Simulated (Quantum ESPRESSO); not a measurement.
# TePb (Fm-3m) in Quantum ESPRESSO: reference runs

Aim: a first look at TePb with PBE, on the cell as given and on a disturbed one.

Program: Quantum ESPRESSO 7.5. These are calculated values, not measurements. Logs are shortened: lines on timing, memory, paths and dates and some standing lists are left out, and cuts for length are marked.

## (1) The crystal as given

It takes space group Fm-3m (No. 225, cubic). The conventional cell has a = 6.462 Å, b = 6.462 Å, c = 6.462 Å, α = 90.00°, β = 90.00°, γ = 90.00°. Around Pb (site symmetry m-3m) lie 6 Te at 3.23 Å. Te (site symmetry m-3m) has 6 Pb at 3.23 Å as nearest neighbours.

## (2) Single point, PBE

pw.in reads:

```
&CONTROL
  calculation = 'scf'
  prefix = 'pwscf'
  outdir = './tmp'
  pseudo_dir = './pseudo'
  tprnfor = .true.
  tstress = .true.
  disk_io = 'low'
/
&SYSTEM
  ibrav = 0
  nat = 2
  ntyp = 2
  ecutwfc = 55
  ecutrho = 440
  nbnd = 16
  occupations = 'smearing'
  smearing = 'fd'
  degauss = 0.00367493
/
&ELECTRONS
  conv_thr = 4d-10
  electron_maxstep = 120
  mixing_beta = 0.5
/
ATOMIC_SPECIES
Pb   207.2000 Pb.pbe-dn-kjpaw_psl.0.2.2.UPF
Te   127.6000 Te_pbe_v1.uspp.F.UPF
CELL_PARAMETERS angstrom
   0.0000000000    3.2310000000    3.2310000000
   3.2310000000    0.0000000000    3.2310000000
   3.2310000000    3.2310000000    0.0000000000
ATOMIC_POSITIONS crystal
Pb     0.0000000000    0.0000000000    0.0000000000
Te     0.5000000000    0.5000000000    0.5000000000
K_POINTS automatic
7 7 7 0 0 0
```

pp_density.in reads:

```
&INPUTPP
  prefix = 'pwscf'
  outdir = './tmp'
  filplot = 'density.dat'
  plot_num = 0
/
&PLOT
  nfile = 1
  filepp(1) = 'density.dat'
  iflag = 3
  output_format = 6
  fileout = 'density.cube'
/
```

pp_potential.in reads:

```
&INPUTPP
  prefix = 'pwscf'
  outdir = './tmp'
  filplot = 'potential.dat'
  plot_num = 11
/
&PLOT
  nfile = 1
  filepp(1) = 'potential.dat'
  iflag = 3
  output_format = 6
  fileout = 'potential.cube'
/
```

Potentials or basis: SSSP 1.3 efficiency PBE.

Started as:

```console
> OMP_NUM_THREADS=1 pw.x -in pw.in > pw.out
> OMP_NUM_THREADS=1 pp.x -in pp_density.in > pp_density.out
> OMP_NUM_THREADS=1 pp.x -in pp_potential.in > pp_potential.out
```

pw.out:

```text
This program is part of the open-source Quantum ESPRESSO suite
     for quantum simulation of materials; please cite
         "P. Giannozzi et al., J. Phys.:Condens. Matter 21 395502 (2009);
         "P. Giannozzi et al., J. Phys.:Condens. Matter 29 465901 (2017);
         "P. Giannozzi et al., J. Chem. Phys. 152 154105 (2020);
     in publications or presentations arising from this work. More details at

     file Pb.pbe-dn-kjpaw_psl.0.2.2.UPF: wavefunction(s)  6S renormalized
     Message from routine setup:
     using ibrav=0 with symmetry is DISCOURAGED, use correct ibrav instead

     Subspace diagonalization in iterative solution of the eigenvalue problem:
     a serial algorithm will be used

     G-vector sticks info
     --------------------
     sticks:   dense  smooth     PW     G-vecs:    dense   smooth      PW
     Sum        2245    1135    337                70913    25101    4015

     Using Slab Decomposition

     bravais-lattice index     =            0
     lattice parameter (alat)  =       8.6348  a.u.
     unit-cell volume          =     455.2369 (a.u.)^3
     number of atoms/cell      =            2
     number of atomic types    =            2
     number of electrons       =        20.00
     number of Kohn-Sham states=           16
     kinetic-energy cutoff     =      55.0000  Ry
     charge density cutoff     =     440.0000  Ry
     scf convergence threshold =      4.0E-10
     mixing beta               =       0.5000
     number of iterations used =            8  plain     mixing
     Exchange-correlation= SLA  PW   PBE  PBE
                           (   1   4   3   4   0   0   0)

     celldm(1)=   8.634771  celldm(2)=   0.000000  celldm(3)=   0.000000
     celldm(4)=   0.000000  celldm(5)=   0.000000  celldm(6)=   0.000000

     crystal axes: (cart. coord. in units of alat)
               a(1) = (   0.000000   0.707107   0.707107 )
               a(2) = (   0.707107   0.000000   0.707107 )
               a(3) = (   0.707107   0.707107   0.000000 )

     reciprocal axes: (cart. coord. in units 2 pi/alat)
               b(1) = ( -0.707107  0.707107  0.707107 )
               b(2) = (  0.707107 -0.707107  0.707107 )
               b(3) = (  0.707107  0.707107 -0.707107 )

     PseudoPot. # 1 for Pb read from file:
     Pb.pbe-dn-kjpaw_psl.0.2.2.UPF
     Pseudo is Projector augmented-wave + core cor, Zval = 14.0
     Generated using "atomic" code by A. Dal Corso  v.5.0.99 svn rev. 10869
     Shape of augmentation charge: PSQ
     Using radial grid of 1281 points,  6 beta functions with:
                l(1) =   0
                l(2) =   0
                l(3) =   1
                l(4) =   1
                l(5) =   2
                l(6) =   2
     Q(r) pseudized with 0 coefficients

     PseudoPot. # 2 for Te read from file:
     Te_pbe_v1.uspp.F.UPF
     Pseudo is Ultrasoft + core correction, Zval =  6.0
     Generated by new atomic code, or converted to UPF format
     Using radial grid of  891 points,  5 beta functions with:
                l(1) =   0
                l(2) =   0
                l(3) =   1
                l(4) =   1
                l(5) =   2
     Q(r) pseudized with  6 coefficients,  rinner =    1.800   1.800   1.800
                                                       1.800   1.800

     atomic species   valence    mass     pseudopotential
     Pb               14.00   207.20000     Pb( 1.00)
     Te                6.00   127.60000     Te( 1.00)

     48 Sym. Ops., with inversion, found

   Cartesian axes

     site n.     atom                  positions (alat units)
         1        Pb     tau(   1) = (   0.0000000   0.0000000   0.0000000  )
         2        Te     tau(   2) = (   0.7071068   0.7071068   0.7071068  )

     number of k points=    20  Fermi-Dirac smearing, width (Ry)=  0.0037
                       cart. coord. in units 2pi/alat
        k(    1) = (   0.0000000   0.0000000   0.0000000), wk =   0.0058309
        k(    2) = (   0.1010153   0.1010153  -0.1010153), wk =   0.0466472
        k(    3) = (   0.2020305   0.2020305  -0.2020305), wk =   0.0466472
        k(    4) = (   0.3030458   0.3030458  -0.3030458), wk =   0.0466472
        k(    5) = (   0.2020305   0.0000000   0.0000000), wk =   0.0349854
        k(    6) = (   0.3030458   0.1010153  -0.1010153), wk =   0.1399417
        k(    7) = (   0.4040610   0.2020305  -0.2020305), wk =   0.1399417
        k(    8) = (  -0.2020305  -0.4040610   0.4040610), wk =   0.1399417
        k(    9) = (  -0.1010153  -0.3030458   0.3030458), wk =   0.1399417
        k(   10) = (  -0.0000000  -0.2020305   0.2020305), wk =   0.0699708
        k(   11) = (   0.4040610   0.0000000   0.0000000), wk =   0.0349854
        k(   12) = (   0.5050763   0.1010153  -0.1010153), wk =   0.1399417
        k(   13) = (  -0.1010153  -0.5050763   0.5050763), wk =   0.1399417
        k(   14) = (   0.0000000  -0.4040610   0.4040610), wk =   0.0699708
        k(   15) = (   0.6060915   0.0000000   0.0000000), wk =   0.0349854
        k(   16) = (   0.0000000  -0.6060915   0.6060915), wk =   0.0699708
        k(   17) = (   0.4040610   0.2020305   0.0000000), wk =   0.1399417
        k(   18) = (  -0.2020305  -0.4040610   0.6060915), wk =   0.2798834
        k(   19) = (  -0.1010153  -0.5050763   0.7071068), wk =   0.1399417
        k(   20) = (   0.0000000  -0.4040610   0.6060915), wk =   0.1399417

     Dense  grid:    70913 G-vectors     FFT dimensions: (  60,  60,  60)

     Smooth grid:    25101 G-vectors     FFT dimensions: (  45,  45,  45)

     Initial potential from superposition of free atoms

     starting charge      19.9974, renormalised to      20.0000
     Starting wfcs are   13 randomized atomic wfcs +    3 random wfcs
     Checking if some PAW data can be deallocated...

     Self-consistent Calculation

     iteration #  1     ecut=    55.00 Ry     beta= 0.50
     Davidson diagonalization with overlap
     ethr =  1.00E-02,  avg # of iterations =  5.5

     Threshold (ethr) on eigenvalues was too large:
     Diagonalizing with lowered threshold

     Davidson diagonalization with overlap
     ethr =  1.83E-04,  avg # of iterations =  5.5

     total energy              =    -897.10203891 Ry
     estimated scf accuracy    <       0.03646161 Ry

     iteration #  2     ecut=    55.00 Ry     beta= 0.50
     Davidson diagonalization with overlap
     ethr =  1.82E-04,  avg # of iterations =  2.0

     total energy              =    -897.11176322 Ry
     estimated scf accuracy    <       0.00223149 Ry

     iteration #  3     ecut=    55.00 Ry     beta= 0.50
     Davidson diagonalization with overlap
     c_bands:  1 eigenvalues not converged
     c_bands:  1 eigenvalues not converged
     ethr =  1.12E-05,  avg # of iterations =  8.9

     total energy              =    -897.11349993 Ry
     estimated scf accuracy    <       0.00065015 Ry

     iteration #  4     ecut=    55.00 Ry     beta= 0.50
     Davidson diagonalization with overlap
     ethr =  3.25E-06,  avg # of iterations =  4.5

     total energy              =    -897.11364483 Ry
     estimated scf accuracy    <       0.00012470 Ry

     iteration #  5     ecut=    55.00 Ry     beta= 0.50
     Davidson diagonalization with overlap
     ethr =  6.23E-07,  avg # of iterations =  4.0

     total energy              =    -897.11367236 Ry
     estimated scf accuracy    <       0.00000084 Ry

     iteration #  6     ecut=    55.00 Ry     beta= 0.50
     Davidson diagonalization with overlap
     ethr =  4.21E-09,  avg # of iterations =  8.2

     total energy              =    -897.11367843 Ry
     estimated scf accuracy    <       0.00000011 Ry

     iteration #  7     ecut=    55.00 Ry     beta= 0.50
     Davidson diagonalization with overlap
     ethr =  5.29E-10,  avg # of iterations =  4.5

     total energy              =    -897.11367850 Ry
     estimated scf accuracy    <       0.00000005 Ry

     iteration #  8     ecut=    55.00 Ry     beta= 0.50
     Davidson diagonalization with overlap
     ethr =  2.41E-10,  avg # of iterations =  4.2

     total energy              =    -897.11367853 Ry
     estimated scf accuracy    <       0.00000002 Ry

     iteration #  9     ecut=    55.00 Ry     beta= 0.50
     Davidson diagonalization with overlap
     ethr =  9.58E-11,  avg # of iterations =  2.1

     total energy              =    -897.11367854 Ry
     estimated scf accuracy    <          9.7E-10 Ry

     iteration # 10     ecut=    55.00 Ry     beta= 0.50
     Davidson diagonalization with overlap
     ethr =  4.84E-12,  avg # of iterations =  6.0

     End of self-consistent calculation

          k = 0.0000 0.0000 0.0000 (  3119 PWs)   bands (ev):

    -9.2710  -9.2710  -9.2618  -9.2618  -9.2618  -4.5651   1.8526   6.1239
     6.1239   6.1239  11.6235  11.6235  11.6235  13.2153  13.2153  13.2153

          k = 0.1010 0.1010-0.1010 (  3131 PWs)   bands (ev):

    -9.2731  -9.2731  -9.2613  -9.2589  -9.2589  -4.3908   1.3002   6.1726
     6.1726   6.4202  10.6356  10.8283  10.8283  13.1393  13.6166  13.6166

          k = 0.2020 0.2020-0.2020 (  3137 PWs)   bands (ev):

    -9.2790  -9.2790  -9.2601  -9.2513  -9.2513  -3.8983   0.1352   6.3268
     6.3268   6.9206   9.2979   9.6220   9.6220  13.7343  14.6925  14.6925

          k = 0.3030 0.3030-0.3030 (  3142 PWs)   bands (ev):

    -9.2839  -9.2839  -9.2594  -9.2449  -9.2449  -3.2719  -0.9300   6.5288
     6.5288   7.3572   8.3574   8.8106   8.8106  15.2586  16.2687  16.2687

          k = 0.2020 0.0000 0.0000 (  3135 PWs)   bands (ev):

    -9.2786  -9.2689  -9.2637  -9.2572  -9.2572  -4.3331   1.2417   5.7903
     5.7903   7.0544   9.4343  11.6611  11.6611  12.2804  14.3010  14.3010

          k = 0.3030 0.1010-0.1010 (  3127 PWs)   bands (ev):

    -9.2870  -9.2708  -9.2633  -9.2522  -9.2501  -3.9484   0.4665   5.6281
     5.7085   6.7780   9.2355  10.9696  11.1038  12.3691  15.1444  15.3910

          k = 0.4041 0.2020-0.2020 (  3125 PWs)   bands (ev):

    -9.2924  -9.2768  -9.2597  -9.2483  -9.2437  -3.3505  -0.5538   5.6523
     5.7682   6.2356   9.5694  10.0867  10.2262  13.3713  16.5181  16.8540

          k =-0.2020-0.4041 0.4041 (  3146 PWs)   bands (ev):

    -9.2908  -9.2813  -9.2571  -9.2467  -9.2439  -3.0563  -0.9927   5.1655
     6.1898   6.6433   9.0607   9.2593  10.6400  14.9765  15.7384  16.1587

          k =-0.1010-0.3030 0.3030 (  3123 PWs)   bands (ev):

    -9.2833  -9.2814  -9.2582  -9.2500  -9.2478  -3.5546  -0.2923   5.0374
     6.6377   7.2406   8.6737   8.9429  11.2952  13.9084  14.6037  16.9214

          k =-0.0000-0.2020 0.2020 (  3134 PWs)   bands (ev):

    -9.2779  -9.2753  -9.2607  -9.2566  -9.2527  -4.1096   0.6724   5.4223
     6.5844   7.0784   9.3202   9.5751  11.5613  13.3042  13.7154  15.1324

          k = 0.4041 0.0000 0.0000 (  3118 PWs)   bands (ev):

    -9.3025  -9.2679  -9.2641  -9.2462  -9.2462  -3.6971   0.4407   5.1550
     5.1550   5.3927  10.7395  11.2855  12.1786  12.1786  16.2245  16.3531

          k = 0.5051 0.1010-0.1010 (  3136 PWs)   bands (ev):

    -9.3123  -9.2668  -9.2658  -9.2427  -9.2408  -3.2366  -0.0794   4.2855
     5.0568   5.1710  11.1843  11.7952  11.8796  12.2513  17.2824  17.6693

          k =-0.1010-0.5051 0.5051 (  3140 PWs)   bands (ev):

    -9.3093  -9.2719  -9.2601  -9.2451  -9.2406  -2.8639  -0.6648   3.7780
     5.3628   5.6172  10.6202  10.7566  12.6949  13.0103  16.1429  16.6187

          k = 0.0000-0.4041 0.4041 (  3124 PWs)   bands (ev):

    -9.2964  -9.2781  -9.2519  -9.2517  -9.2454  -3.0583  -0.6727   4.0247
     6.0129   6.3823   9.6267   9.6512  12.4502  14.9545  15.0339  15.2318

          k = 0.6061 0.0000 0.0000 (  3146 PWs)   bands (ev):

    -9.3279  -9.2712  -9.2603  -9.2372  -9.2372  -3.0071   0.1477   3.2993
     4.7241   4.7241  10.7697  12.8638  12.8638  13.5765  17.3530  17.6605

          k = 0.0000-0.6061 0.6061 (  3144 PWs)   bands (ev):

    -9.3263  -9.2684  -9.2631  -9.2383  -9.2370  -2.8382  -0.1330   3.0856
     4.8306   4.9248  11.0964  12.2459  12.4681  13.8868  17.5080  17.7729

          k = 0.4041 0.2020 0.0000 (  3129 PWs)   bands (ev):

    -9.2965  -9.2719  -9.2625  -9.2466  -9.2465  -3.5078  -0.0781   4.7465
     5.5610   6.3544   9.8111  10.3983  11.7241  12.9191  15.9201  16.4550

          k =-0.2020-0.4041 0.6061 (  3147 PWs)   bands (ev):

    -9.3016  -9.2756  -9.2571  -9.2491  -9.2414  -2.9969  -0.6877   4.4085
     4.7605   6.9074   8.9884  11.2491  11.9323  13.6517  15.3637  17.0250

          k =-0.1010-0.5051 0.7071 (  3137 PWs)   bands (ev):

    -9.3183  -9.2669  -9.2649  -9.2432  -9.2372  -2.8945  -0.3048   3.5393
     4.2994   5.9106  10.6063  11.5545  13.1100  13.2938  16.1847  17.7977

          k = 0.0000-0.4041 0.6061 (  3140 PWs)   bands (ev):

    -9.3123  -9.2719  -9.2572  -9.2502  -9.2373  -2.7638  -0.5906   3.5591
     4.1872   6.7779   9.3916  12.1516  12.9685  13.6469  14.8670  18.0148

     the Fermi energy is     7.8637 ev

!    total energy              =    -897.11367854 Ry
     estimated scf accuracy    <          2.7E-10 Ry
     smearing contrib. (-TS)   =      -0.00000020 Ry
     internal energy E=F+TS    =    -897.11367834 Ry

     The total energy is F=E-TS. E is the sum of the following terms:
     one-electron contribution =     -43.09680370 Ry
     hartree contribution      =      35.31935800 Ry
     xc contribution           =     -58.79838050 Ry
     ewald contribution        =    -102.09821009 Ry
     one-center paw contrib.   =    -728.43964204 Ry

     convergence has been achieved in  10 iterations

     Forces acting on atoms (cartesian axes, Ry/au):

     atom    1 type  1   force =     0.00000000    0.00000000    0.00000000
     atom    2 type  2   force =     0.00000000    0.00000000    0.00000000

     Total force =     0.000000     Total SCF correction =     0.000000

     Computing stress (Cartesian axis) and pressure

          total   stress  (Ry/bohr**3)                   (kbar)     P=       19.88
   0.00013516  -0.00000000  -0.00000000           19.88       -0.00       -0.00
  -0.00000000   0.00013516  -0.00000000           -0.00       19.88       -0.00
  -0.00000000  -0.00000000   0.00013516           -0.00       -0.00       19.88

=------------------------------------------------------------------------------=
   JOB DONE.
=------------------------------------------------------------------------------=
```

Wall time 57 s (1 thread of Intel Xeon Platinum 8259CL at 2.50GHz (Skylake/Cascade Lake), shared host); peak memory 0.32 GiB.

Results:

```yaml
Free_energy: -12205.8534 eV
Pressure: 2.0 GPa
```

Caveat: this odd mesh misses L, where the gap lies, so gap, dielectric constants and Born charges aren't listed.

## (3) Single point, PBE (atoms moved at random, drawn with an rms of 0.05 Å)

Edit pw.in of step 2 so:

```diff
@@ -7,3 +7,3 @@
   tstress = .true.
-  disk_io = 'low'
+  disk_io = 'nowf'
 /
@@ -33,4 +33,4 @@
 ATOMIC_POSITIONS crystal
-Pb     0.0000000000    0.0000000000    0.0000000000
-Te     0.5000000000    0.5000000000    0.5000000000
+Pb    -0.0079100000    0.0079720000   -0.0046860000
+Te     0.5063260000    0.5081060000    0.4904920000
 K_POINTS automatic
```

Potentials or basis: SSSP 1.3 efficiency PBE.

Started as:

```console
> OMP_NUM_THREADS=1 pw.x -in pw.in > pw.out
```

Run time: 4.9 min. Hardware: 1 thread of Intel Xeon Platinum 8259CL at 2.50GHz (Skylake/Cascade Lake), shared host; peak memory 0.43 GiB.

Results (log left out):

| Quantity | Value |
| --- | --- |
| Free energy | -12205.8524 eV |
| Pressure | 2.0 GPa |
| Largest force | 0.036 eV/Å |
| Band gap on the k mesh | 1.00 eV, direct |

Forces on the atoms (eV/Å):
```
Pb  -0.009  0.019  0.029
Te   0.009 -0.019 -0.029
```

Levels at points of the mesh, in eV from the valence-band top:
| k point | band 6 | band 7 | band 8 | band 9 | band 10 | band 11 | band 12 | band 13 | band 14 | band 15 |
| --- | --- | --- | --- | --- | --- | --- | --- | --- | --- | --- |
| (0.00, 0.00, 0.00) | -11.93 | -5.50 | -1.24 | -1.23 | -1.23 | 4.24 | 4.25 | 4.27 | 5.86 | 5.87 |

Caveat: spin-orbit coupling is left out, which as a rule narrows the gap of such compounds by several tenths of an eV; an odd mesh through Γ misses points on the zone boundary, where band edges often lie.
